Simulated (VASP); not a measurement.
# What goes wrong when the modes of SiC (Moissanite 3C) are computed with a bad input, part 2 of 2

Some phonon runs on SiC (Moissanite 3C) get a fault in the input on purpose. Which of them show, and how? The starting structure is a measured crystal structure from the Crystallography Open Database.

VASP 6.6.1.

Results so far: reference T2 796.1 cm⁻¹.

**3. Modes with finite displacements, else as the reference**

Level of this step: LDA; plane waves and PAW (Si, C) (VASP).

Against step 2 the input has IBRION = 6, NFREE = 2, POTIM = 0.015, no LEPSILON and no LPEAD (also changed: NSW).

The input, INCAR:

```
SYSTEM = SiC
PREC = Accurate
ENCUT = 520
EDIFF = 1E-08
NELM = 100
ISMEAR = 0
SIGMA = 0.03
LREAL = .FALSE.
ALGO = Normal
GGA = CA
NBANDS = 10
LORBIT = 11
LWAVE = .FALSE.
LCHARG = .FALSE.
KPAR = 8
IBRION = 6
NFREE = 2
POTIM = 0.015
NSW = 1
ISIF = 2
```

The input, POSCAR:

```
SiC
1.0
    0.0000000000      2.1657828511      2.1657828511
    2.1657828511      0.0000000000      2.1657828511
    2.1657828511      2.1657828511      0.0000000000
Si C
1 1
Direct
    0.0000000000      0.0000000000      0.0000000000
    0.7500000000      0.7500000000      0.7500000000
```

The input, KPOINTS:

```
Automatic mesh
0
Gamma
12 12 12
0 0 0
```

Potentials, in the order of the species: Si and C (LDA family, release 64).

Command:

```bash
$ mpirun -np 8 vasp_std
```

What it wrote:

```text
[banner, memory and clock lines left out]
running    8 mpi-ranks, on    1 nodes
[...]
[... a notice as in an earlier step ...]

 LDA part: xc-table for (Slater(with rela. corr.)+CA(PZ))
 , standard interpolation
 POSCAR, INCAR and KPOINTS ok, starting setup
[...]
entering main loop
       N       E                     dE             d eps       ncg     rms          rms(c)
[... 13 cycles as in an earlier step ...]
   1 F= -.16642706E+02 E0= -.16642706E+02  d E =-.102947E-13
[... from here on, the cycles between the ionic steps are left out ...]
   2 F= -.16640501E+02 E0= -.16640501E+02  d E =-.285196E-22
   3 F= -.16640501E+02 E0= -.16640501E+02  d E =-.287630E-22
   4 F= -.16640501E+02 E0= -.16640501E+02  d E =-.287859E-22
   5 F= -.16640501E+02 E0= -.16640501E+02  d E =-.287543E-22
 Finite differences progress:
  Degree of freedom:   2/  2
  Displacement:        2/  2
  Total:               4/  4
```

Elapsed: 7.6 s, on 8 MPI ranks of Intel Xeon 6975P-C (Granite Rapids), shared host; peak memory 1.6 GiB.

Parts of OUTCAR (step 3):

```text
  Total       -0.0009223      0.0046685      0.0046685      0.0000000     -0.1298204      0.0000000
  in kB       -0.0727300      0.3681408      0.3681408      0.0000000    -10.2371471      0.0000000
  external PRESSURE =       0.2211838 kB  Pullay stress =       0.0000000 kB

 POSITION                                       TOTAL-FORCE (eV/Angst)
 -----------------------------------------------------------------------------------
      0.00000      0.00000      0.00000        -0.294059      0.000000      0.000000
      3.23367      3.24867      3.24867         0.294059     -0.000000     -0.000000
 -----------------------------------------------------------------------------------
    total drift:                                0.000051     -0.000000     -0.000000

  FREE ENERGIE OF THE ION-ELECTRON SYSTEM (eV)
  ---------------------------------------------------
  free  energy   TOTEN  =       -16.6405005864 eV

  energy  without entropy=      -16.6405005864  energy(sigma->0) =      -16.64050059

[... 2 parts as in an earlier step ...]

[... 1 further part left out ...]
[key lines of the parts left out:]
E-fermi :   8.5321
```

The last energy, forces and stress in OUTCAR belong to the last displaced cell, not to that of POSCAR.

With finite displacements, else as the reference the mode is T2 796.0 cm⁻¹, -0.1 cm⁻¹ from the reference.

**4. Modes with perturbation theory asked for with a meta-GGA**

A slip made on purpose: perturbation theory asked for with a meta-GGA. Against step 2 the input has METAGGA = R2SCAN, LASPH = .TRUE. and no GGA (also changed: NELM).

The input, INCAR:

```
SYSTEM = SiC
PREC = Accurate
ENCUT = 520
EDIFF = 1E-08
NELM = 60
ISMEAR = 0
SIGMA = 0.03
LREAL = .FALSE.
ALGO = Normal
NBANDS = 10
LORBIT = 11
LWAVE = .FALSE.
LCHARG = .FALSE.
KPAR = 8
IBRION = 8
LEPSILON = .TRUE.
LPEAD = .TRUE.
ISIF = 2
METAGGA = R2SCAN
LASPH = .TRUE.
```

POSCAR is that of step 3.

KPOINTS is that of step 3.

Command:

```bash
$ mpirun -np 8 vasp_std
```

What it wrote:

```text
[banner, memory and clock lines left out]
running    8 mpi-ranks, on    1 nodes
[...]
[... a notice as in an earlier step ...]

|                                                                             |
|               ----> ADVICE to this user running VASP <----                  |
|                                                                             |
|     You enforced a specific xc type in the INCAR file but a different       |
|     [... a line on the potential file left out ...]
|     I HOPE YOU KNOW WHAT YOU ARE DOING!                                     |
|                                                                             |

 LDA part: xc-table for (None), standard interpolation
 POSCAR, INCAR and KPOINTS ok, starting setup
[...]
entering main loop
       N       E                     dE             d eps       ncg     rms          rms(c)
DAV:   1    -0.415525898038E+02   -0.41553E+02   -0.41856E+03  1512   0.692E+02
DAV:   2    -0.619295101277E+02   -0.20377E+02   -0.19202E+02  1870   0.116E+02
[...]
1 F= -.59416069E+02 E0= -.59416069E+02  d E =-.248668E-19
|                                                                             |
|     EEEEEEE  RRRRRR   RRRRRR   OOOOOOO  RRRRRR      ###     ###     ###     |
|     E        R     R  R     R  O     O  R     R     ###     ###     ###     |
|     E        R     R  R     R  O     O  R     R     ###     ###     ###     |
|     EEEEE    RRRRRR   RRRRRR   O     O  RRRRRR       #       #       #      |
|     E        R   R    R   R    O     O  R   R                               |
|     E        R    R   R    R   O     O  R    R      ###     ###     ###     |
|     EEEEEEE  R     R  R     R  OOOOOOO  R     R     ###     ###     ###     |
|                                                                             |
|     You have switched on METAGGA and linear-response routines. This         |
|     combination is currently not supported. If you have selected            |
|     LEPSILON=.TRUE., you can try using LCALCEPS=.TRUE. instead. In all      |
|     other cases, VASP will stop. SOOO sorry...                              |
|                                                                             |
|       ---->  I REFUSE TO CONTINUE WITH THIS SICK JOB ... BYE!!! <----       |
|                                                                             |

1
1
1
1
1
1
1
1
```

It took 13 s on 8 MPI ranks.

VASP stopped with this message: “You have switched on METAGGA and linear-response routines. This combination is currently not supported. If you have selected LEPSILON=.TRUE., you can try using LCALCEPS=.TRUE. instead”.

**5. Modes with a k mesh far too coarse**

A slip made on purpose: a k mesh far too coarse. Against step 2 the input has a 2×2×2 mesh (also changed: NELM and KPAR).

INCAR, as its differences from that of step 4:

```diff
@@ -9,2 +9,3 @@
 ALGO = Normal
+GGA = CA
 NBANDS = 10
@@ -13,3 +14,2 @@
 LCHARG = .FALSE.
-KPAR = 8
 IBRION = 8
@@ -18,3 +18 @@
 ISIF = 2
-METAGGA = R2SCAN
-LASPH = .TRUE.
```

POSCAR is that of step 4.

The input, KPOINTS:

```
Automatic mesh
0
Gamma
2 2 2
0 0 0
```

Command:

```bash
$ mpirun -np 8 vasp_std
```

What it wrote:

```text
[banner, memory and clock lines left out]
running    8 mpi-ranks, on    1 nodes
[...]
[... a notice as in an earlier step ...]

 LDA part: xc-table for (Slater(with rela. corr.)+CA(PZ))
 , standard interpolation
|                                                                             |
|           W    W    AA    RRRRR   N    N  II  N    N   GGGG   !!!           |
|           W    W   A  A   R    R  NN   N  II  NN   N  G    G  !!!           |
|           W    W  A    A  R    R  N N  N  II  N N  N  G       !!!           |
|           W WW W  AAAAAA  RRRRR   N  N N  II  N  N N  G  GGG   !            |
|           WW  WW  A    A  R   R   N   NN  II  N   NN  G    G                |
|           W    W  A    A  R    R  N    N  II  N    N   GGGG   !!!           |
|                                                                             |
|     The number of bands has been changed from the values supplied in        |
|     The orbitals not found in the WAVECAR file will be initialized with     |
[...]
RMM:  11    -0.150806594441E-01    0.65438E-07    0.10460E-06   200   0.352E-06    0.860E-08
 first order change of Fermi-energy   0.38580E+00
 force on displaced ion       1 direction 1 : -20.340  -0.000  -0.000
 Born effective charge ion    1 direction 1 :   3.168   0.000   0.000
 Linear response progress:
  Degree of freedom:   2/  2
       N       E                     dE             d eps       ncg     rms          rms(c)
RMM:   1    -0.133876250131E+00   -0.13388E+00    0.65796E-02   343   0.131E+00
RMM:   2    -0.134019533966E+00   -0.14328E-03   -0.16052E-03   250   0.216E-01    0.270E-01
RMM:   3    -0.133426686315E+00    0.59285E-03   -0.70220E-04   247   0.123E-01    0.122E-01
RMM:   4    -0.134612363327E+00   -0.11857E-02   -0.50646E-04   253   0.946E-02    0.247E-02
[...]
RMM:  12    -0.134628595678E+00   -0.53732E-08   -0.10540E-06   206   0.929E-06    0.122E-07
RMM:  13    -0.134628588504E+00    0.71743E-08   -0.74845E-07   186   0.938E-06    0.124E-07
RMM:  14    -0.134628589588E+00   -0.10842E-08   -0.14311E-07   165   0.932E-06    0.933E-08
 first order change of Fermi-energy  -0.38580E+00
 force on displaced ion       2 direction 1 : -20.338  -0.000  -0.000
 Born effective charge ion    2 direction 1 :  -3.383   0.000   0.000
 Born effective charges drift removed
 Linear response finished
```

It took 2 s on 8 MPI ranks; peak memory 0.8 GiB.

OUTCAR, selected parts (step 5):

```text
  Total        1.0963412      1.0963412      1.0963412      0.0000000      0.0000000      0.0000000
  in kB       86.4533067     86.4533067     86.4533067      0.0000000      0.0000000      0.0000000
  external PRESSURE =      86.4533067 kB  Pullay stress =       0.0000000 kB

 POSITION                                       TOTAL-FORCE (eV/Angst)
 -----------------------------------------------------------------------------------
      0.00000      0.00000      0.00000         0.000000      0.000000      0.000000
      3.24867      3.24867      3.24867        -0.000000     -0.000000     -0.000000
 -----------------------------------------------------------------------------------
    total drift:                               -0.000000     -0.000000     -0.000000

 MACROSCOPIC STATIC DIELECTRIC TENSOR (including local field effects in DFT)
 ------------------------------------------------------
           6.419277     0.000000    -0.000000
          -0.000000     6.419277     0.000000
           0.000000    -0.000000     6.419277
 ------------------------------------------------------

 MACROSCOPIC STATIC DIELECTRIC TENSOR IONIC CONTRIBUTION
 ------------------------------------------------------
           4.698403     0.000000     0.000000
           0.000000     4.698403    -0.000000
           0.000000    -0.000000     4.698403
 ------------------------------------------------------

[... 1 part as in an earlier step ...]

[... 1 further part left out ...]
```

With a k mesh far too coarse the mode is T2 810.8 cm⁻¹, +14.7 cm⁻¹ from the reference.

**6. Modes with a loose electronic threshold**

A slip made on purpose: a loose electronic threshold. Against step 2 the input has EDIFF = 1E-04, IBRION = 6, NFREE = 2, POTIM = 0.015, no LEPSILON and no LPEAD (also changed: NELM and NSW).

The input, INCAR:

```
SYSTEM = SiC
PREC = Accurate
ENCUT = 520
EDIFF = 1E-04
NELM = 60
ISMEAR = 0
SIGMA = 0.03
LREAL = .FALSE.
ALGO = Normal
GGA = CA
NBANDS = 10
LORBIT = 11
LWAVE = .FALSE.
LCHARG = .FALSE.
KPAR = 8
IBRION = 6
NFREE = 2
POTIM = 0.015
NSW = 1
ISIF = 2
```

POSCAR is that of step 5.

The input, KPOINTS:

```
Automatic mesh
0
Gamma
12 12 12
0 0 0
```

Command:

```bash
$ mpirun -np 8 vasp_std
```

What it wrote:

```text
[... set-up lines as in an earlier step ...]
 entering main loop
       N       E                     dE             d eps       ncg     rms          rms(c)
[... 9 cycles as in an earlier step ...]
DAV:  10    -0.166427057324E+02   -0.13489E-04   -0.10684E-04   774   0.706E-02
   1 F= -.16642706E+02 E0= -.16642706E+02  d E =-.138264E-13
[...]
2 F= -.16640500E+02 E0= -.16640500E+02  d E =-.265512E-22
[...]
3 F= -.16640501E+02 E0= -.16640501E+02  d E =-.205230E-22
[...]
4 F= -.16640501E+02 E0= -.16640501E+02  d E =-.269696E-22
[...]
5 F= -.16640502E+02 E0= -.16640502E+02  d E =-.289611E-22
 Finite differences progress:
  Degree of freedom:   2/  2
  Displacement:        2/  2
  Total:               4/  4
```

Elapsed: 5.6 s, on 8 MPI ranks; peak memory 1.6 GiB; 41 s of CPU time.

OUTCAR, selected parts (step 6):

```text
  Total       -0.0009674      0.0044839      0.0044839      0.0000000     -0.1309030      0.0000000
  in kB       -0.0762825      0.3535853      0.3535853      0.0000000    -10.3225109      0.0000000
  external PRESSURE =       0.2102961 kB  Pullay stress =       0.0000000 kB

 POSITION                                       TOTAL-FORCE (eV/Angst)
 -----------------------------------------------------------------------------------
      0.00000      0.00000      0.00000        -0.294445      0.000000      0.000000
      3.23367      3.24867      3.24867         0.294445      0.000000      0.000000
 -----------------------------------------------------------------------------------
    total drift:                               -0.000216      0.000001      0.000001

  FREE ENERGIE OF THE ION-ELECTRON SYSTEM (eV)
  ---------------------------------------------------
  free  energy   TOTEN  =       -16.6405022129 eV

  energy  without entropy=      -16.6405022129  energy(sigma->0) =      -16.64050221

[... 2 parts as in an earlier step ...]

[... 1 further part left out ...]
[key lines of the parts left out:]
E-fermi :   8.5320
```

With a loose electronic threshold the mode is T2 799.1 cm⁻¹, +3.1 cm⁻¹ from finite displacements, else as the reference.

**7. Modes with one-sided displacements**

A slip made on purpose: one-sided displacements. Against step 2 the input has IBRION = 6, NFREE = 1, POTIM = 0.015, no LEPSILON and no LPEAD (also changed: NELM and NSW).

INCAR, as its differences from that of step 6:

```diff
@@ -3,3 +3,3 @@
 ENCUT = 520
-EDIFF = 1E-04
+EDIFF = 1E-08
 NELM = 60
@@ -16,3 +16,3 @@
 IBRION = 6
-NFREE = 2
+NFREE = 1
 POTIM = 0.015
```

POSCAR is that of step 6.

KPOINTS is that of step 6.

Command:

```bash
$ mpirun -np 8 vasp_std
```

What it wrote:

```text
[... set-up lines as in an earlier step ...]
 entering main loop
       N       E                     dE             d eps       ncg     rms          rms(c)
[... 13 cycles as in an earlier step ...]
   1 F= -.16642706E+02 E0= -.16642706E+02  d E =-.102947E-13
 Found     2 degrees of freedom:
 Finite differences POTIM= 0.01500 DOF=   2
[...]
N       E                     dE             d eps       ncg     rms          rms(c)
[... 6 cycles as in an earlier step ...]
   2 F= -.16640501E+02 E0= -.16640501E+02  d E =-.285196E-22
 Finite differences progress:
  Degree of freedom:   1/  2
  Displacement:        1/  1
  Total:               1/  2
[...]
N       E                     dE             d eps       ncg     rms          rms(c)
DAV:   1    -0.166413441787E+02   -0.84352E-03   -0.62514E-01  5610   0.586E+00    0.242E-01
DAV:   2    -0.166408079914E+02    0.53619E-03   -0.66867E-03  6564   0.660E-01    0.104E-01
DAV:   3    -0.166404943092E+02    0.31368E-03   -0.11014E-03  6546   0.226E-01    0.153E-02
DAV:   4    -0.166405010385E+02   -0.67293E-05   -0.78377E-05  6248   0.694E-02    0.128E-02
DAV:   5    -0.166405005829E+02    0.45563E-06   -0.96758E-07  7062   0.736E-03    0.194E-03
DAV:   6    -0.166405005793E+02    0.35772E-08   -0.72358E-08  6204   0.200E-03
   3 F= -.16640501E+02 E0= -.16640501E+02  d E =-.284606E-22
 Finite differences progress:
  Degree of freedom:   2/  2
  Displacement:        1/  1
  Total:               2/  2
```

Wall time 6 s (8 MPI ranks); peak memory 1.6 GiB.

OUTCAR, selected parts (step 7):

```text
  Total       -0.0008996      0.0046889      0.0046889      0.0000000      0.1299533      0.0000000
  in kB       -0.0709367      0.3697488      0.3697488      0.0000000     10.2476260      0.0000000
  external PRESSURE =       0.2228536 kB  Pullay stress =       0.0000000 kB

 POSITION                                       TOTAL-FORCE (eV/Angst)
 -----------------------------------------------------------------------------------
      0.00000      0.00000      0.00000         0.294030      0.000000      0.000000
      3.26367      3.24867      3.24867        -0.294030     -0.000000     -0.000000
 -----------------------------------------------------------------------------------
    total drift:                                0.000010     -0.000000     -0.000000

  FREE ENERGIE OF THE ION-ELECTRON SYSTEM (eV)
  ---------------------------------------------------
  free  energy   TOTEN  =       -16.6405005793 eV

  energy  without entropy=      -16.6405005793  energy(sigma->0) =      -16.64050058

[... 2 parts as in an earlier step ...]

[... 1 further part left out ...]
[key lines of the parts left out:]
E-fermi :   8.5321
```

With one-sided displacements the mode is T2 796.0 cm⁻¹, as with finite displacements, else as the reference.

**8. All runs side by side**

```tsv
run	ended	T2	method	core minutes
reference	converged	796.1	perturbation theory	2.93
finite displacements, else as the reference	converged	796.0	finite displacements	1.01
perturbation theory asked for with a meta-GGA	stopped by VASP	-	perturbation theory	1.71
a k mesh far too coarse	converged	810.8	perturbation theory	0.267
a loose electronic threshold	converged	799.1	finite displacements	0.747
one-sided displacements	converged	796.0	finite displacements	0.8
```

Modes are in cm⁻¹, degenerate ones as one, matched between runs by symmetry and order. A number in brackets counts the listed modes of one symmetry from the lowest. The symmetry labels come from an automatic analysis and can be wrong where levels nearly coincide. Core minutes are wall time times ranks of the run shown, on a shared host.

**9. Outcome**

* T2, reference: 796.1 cm⁻¹
* T2, finite displacements, else as the reference: 796.0 cm⁻¹
* T2, a k mesh far too coarse: 810.8 cm⁻¹
* T2, a loose electronic threshold: 799.1 cm⁻¹
* T2, one-sided displacements: 796.0 cm⁻¹
* run with perturbation theory asked for with a meta-GGA: stopped by VASP

What this shows: VASP stopped by itself in the run with perturbation theory asked for with a meta-GGA. Finished, but with signs in the output that stand out against the reference: a k mesh far too coarse, with modes off by up to +15 cm⁻¹, in T2 (signs: a pressure of 8.6 GPa on the undisplaced cell); a loose electronic threshold, with modes off by up to +3.1 cm⁻¹, in T2 (signs: a translation at -3 cm⁻¹ instead of zero). Little came of one-sided displacements in this material. Runs with finite displacements are held against the sound run of that kind. The dielectric constants and Born charges in the logs aren't compared here; at a small gap they can be far off, and in a run without a gap they mean nothing. The frequencies are harmonic, and the splitting of polar modes by their long-range field is left out. Further runs on this material are not shown.

[Lines on the potential files, build, host, timing and source positions are cut from VASP's logs without a mark.]

[Logs are printed without paths, hosts, clocks, repeated set-up lines and the standing remarks that a program may print on its own settings, such as how far it seeks lower states.]

[Hosts, paths, dates, database ids (printed as entryN), source tags and the programs' standing remarks are cut or masked in the printed files.]
